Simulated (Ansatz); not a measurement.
The system is MgS (Niningerite).

```
CELL_PARAMETERS angstrom
0.00000 2.60165 2.60165
2.60165 0.00000 2.60165
2.60165 2.60165 0.00000
ATOMIC_POSITIONS crystal
S 0.50000 0.50000 0.50000
Mg 0.00000 0.00000 0.00000
```

Base run:

- Program: Ansatz 0.2.0
- Functional: r2SCAN0
- Potentials or basis: Ansatz PAW
- Cutoff: 500 eV (not typed: the program's choice for these potentials)
- k mesh: 5 × 5 × 5
- Occupations: fermi-dirac, width 0.05 eV
- Spin: no spin polarisation

Its results: pressure -0.8 GPa.

Problem. After a change of settings the same cell gave: pressure -0.2 GPa. Which change was it?
A. functional from r2SCAN0 to HF; cutoff from 500 eV (not typed: the program's choice for these potentials) to 420 eV (not typed: the program's choice for these potentials)
B. functional from r2SCAN0 to HSEsol; cutoff from 500 eV (not typed: the program's choice for these potentials) to 420 eV (not typed: the program's choice for these potentials)
C. functional from r2SCAN0 to PBEsol0; cutoff from 500 eV (not typed: the program's choice for these potentials) to 420 eV (not typed: the program's choice for these potentials)
D. functional from r2SCAN0 to HSE03; cutoff from 500 eV (not typed: the program's choice for these potentials) to 420 eV (not typed: the program's choice for these potentials)

Solution. D.

Caveats: the PAW data sets come from PBE, with cores solved anew for the run's functional, which leaves a small shift of forces and pressure; the thresholds are loose for stress.
